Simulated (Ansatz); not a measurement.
# CaF2 (Fm-3m): equation of state with a fit from a Python script

Where is the equilibrium volume of CaF2 (Fm-3m), and how stiff is it? A script is to give an equation of state with a fit; the system is CaF2 (Fm-3m).

Program: Ansatz 0.2.0, driven from Python. Level of theory: DFT PBEsol, plane waves, PAW. These are calculated values, not measurements.

## (1) Starting point

The structure is cubic, space group Fm-3m (No. 225). Conventional cell: a = 5.462 Å, b = 5.462 Å, c = 5.462 Å, α = 90.00°, β = 90.00°, γ = 90.00°. Ca (site symmetry m-3m) is surrounded by 8 F at 2.37 Å. F (site symmetry -43m) has 4 Ca at 2.37 Å as nearest neighbours.

The script holds or builds the structure itself.

## (2) Script

eos.py reads:

```python
# -*- coding: utf-8 -*-
'''Equation of state of CaF2.'''

import warnings

import ansatz as az
import numpy as np
from pymatgen.analysis.eos import EOS

VECTORS = np.array([
    [0.0, 2.731, 2.731],
    [2.731, 0.0, 2.731],
    [2.731, 2.731, 0.0],
])
SITES = [
    ('Ca', (0.0, 0.0, 0.0)),
    ('F', (0.25, 0.25, 0.25)),
    ('F', (0.75, 0.75, 0.75)),
]


def make_crystal(cell):
    crystal = az.Crystal(lattice=az.Lattice.of(cell))
    for symbol, position in SITES:
        crystal = crystal.atom(symbol, position)
    return crystal


def main():
    warnings.simplefilter('ignore', az.DeckWarning)

    # scale the volume, keep shape and fractions
    volumes, energies, pressures = [], [], []
    for scale in np.linspace(0.94, 1.06, 7):
        cell = VECTORS * scale ** (1 / 3)
        setup = (
            make_crystal(cell).calculation()
            .functional('PBEsol')
            .occupations('fixed')
            .basis(500)
            .kpoints(6, 6, 6)
            .stress()
        )
        rep = setup.run(threads=1, pin='off').report
        volumes.append(abs(np.linalg.det(cell)) / len(SITES))
        energies.append(rep['free_energy_ev'] / len(SITES))
        pressures.append(np.trace(rep['stress_gpa']) / 3)
        print(f'V = {volumes[-1]:8.4f} A^3/atom  F = {energies[-1]:.5f} eV/atom  P = {pressures[-1]:8.3f} GPa')

    for form in ['murnaghan', 'pourier_tarantola']:
        fit = EOS(eos_name=form).fit(volumes, energies)
        print(f'{form:18s} V0 {fit.v0:8.4f} A^3/atom  B0 {fit.b0_GPa:7.1f} GPa  B1 {fit.b1:5.2f}')


if __name__ == '__main__':
    main()
```

## (3) The input behind the calls

The package turns the script's settings into the engine's input (first run):

```yaml
crystal:
  lattice:
    - [0.0, 2.6752496629021985, 2.6752496629021985]
    - [2.6752496629021985, 0.0, 2.6752496629021985]
    - [2.6752496629021985, 2.6752496629021985, 0.0]
  atoms:
    - { symbol: Ca, position: [0.0, 0.0, 0.0] }
    - { symbol: F, position: [0.25, 0.25, 0.25] }
    - { symbol: F, position: [0.75, 0.75, 0.75] }
basis:
  ecutwfc: 500.0
kpoints:
  mp_grid:
    grid: [6, 6, 6]
hamiltonian:
  xc: pbesol
scf:
  occupations:
    method: fixed
output:
  stress: true
```

## (4) Launch

On the command line:

```console
python eos.py
```

What it wrote:

```text
V =  12.7644 A^3/atom  F = -1133.62675 eV/atom  P =    3.691 GPa
V =  13.0360 A^3/atom  F = -1133.63122 eV/atom  P =    1.624 GPa
V =  13.3076 A^3/atom  F = -1133.63238 eV/atom  P =   -0.221 GPa
V =  13.5792 A^3/atom  F = -1133.63058 eV/atom  P =   -1.869 GPa
V =  13.8508 A^3/atom  F = -1133.62614 eV/atom  P =   -3.341 GPa
V =  14.1224 A^3/atom  F = -1133.61934 eV/atom  P =   -4.655 GPa
V =  14.3939 A^3/atom  F = -1133.61044 eV/atom  P =   -5.828 GPa
murnaghan          V0  13.2729 A^3/atom  B0    86.4 GPa  B1  4.64
pourier_tarantola  V0  13.2736 A^3/atom  B0    86.4 GPa  B1  4.43
```

It took 6.1 s on 1 thread of Arm Neoverse V2, shared host; peak memory 0.43 GiB.

## (5) Inputs of later runs

The engine's inputs for some of the other runs:

Run 2, against run 1:

```diff
@@ -3,3 +3,3 @@
-    - [0.0, 2.6752496629021985, 2.6752496629021985]
-    - [2.6752496629021985, 0.0, 2.6752496629021985]
-    - [2.6752496629021985, 2.6752496629021985, 0.0]
+    - [0.0, 2.6940900699986052, 2.6940900699986052]
+    - [2.6940900699986052, 0.0, 2.6940900699986052]
+    - [2.6940900699986052, 2.6940900699986052, 0.0]
```

Run 5, against run 1:

```diff
@@ -3,3 +3,3 @@
-    - [0.0, 2.6752496629021985, 2.6752496629021985]
-    - [2.6752496629021985, 0.0, 2.6752496629021985]
-    - [2.6752496629021985, 2.6752496629021985, 0.0]
+    - [0.0, 2.7490866198086685, 2.7490866198086685]
+    - [2.7490866198086685, 0.0, 2.7490866198086685]
+    - [2.7490866198086685, 2.7490866198086685, 0.0]
```

Run 7, against run 1:

```diff
@@ -3,3 +3,3 @@
-    - [0.0, 2.6752496629021985, 2.6752496629021985]
-    - [2.6752496629021985, 0.0, 2.6752496629021985]
-    - [2.6752496629021985, 2.6752496629021985, 0.0]
+    - [0.0, 2.7845626180350727, 2.7845626180350727]
+    - [2.7845626180350727, 0.0, 2.7845626180350727]
+    - [2.7845626180350727, 2.7845626180350727, 0.0]
```

## (6) What each run gave

The 7 runs, in the order started:

```csv
run,volume (Å³/atom),energy from run 3 (meV/atom),pressure (GPa),gap on the mesh (eV),SCF cycles,CPU time (s)
1,12.764,5.63,3.69,7.48,6,0.68
2,13.036,1.16,1.62,7.35,6,0.59
3,13.308,0.00,-0.22,7.23,6,0.59
4,13.579,1.80,-1.87,7.11,6,0.6
5,13.851,6.24,-3.34,7.00,6,0.61
6,14.122,13.04,-4.65,6.89,6,0.62
7,14.394,21.94,-5.83,6.79,6,0.62
```

## (7) What came out

| quantity | value |
| --- | --- |
| runs compared | 7 |
| range of energy | 21.94 meV/atom |
| lowest point, volume (Å³/atom) | 13.308 |
| equilibrium volume (fit) | 13.27 Å³/atom |
| bulk modulus (fit) | 86 GPa |

**Reading.** A third-order Birch-Murnaghan fit through the 7 points (the script's own form differs a little) has its minimum at 13.27 Å³ an atom, 2.3 % below the typed cell, with a bulk modulus of 86 GPa and dB/dP = 4.5. From that minimum the energy rises by 5.7 meV an atom on the compressed side and 22.0 meV on the expanded side. Pressure is positive in compression.
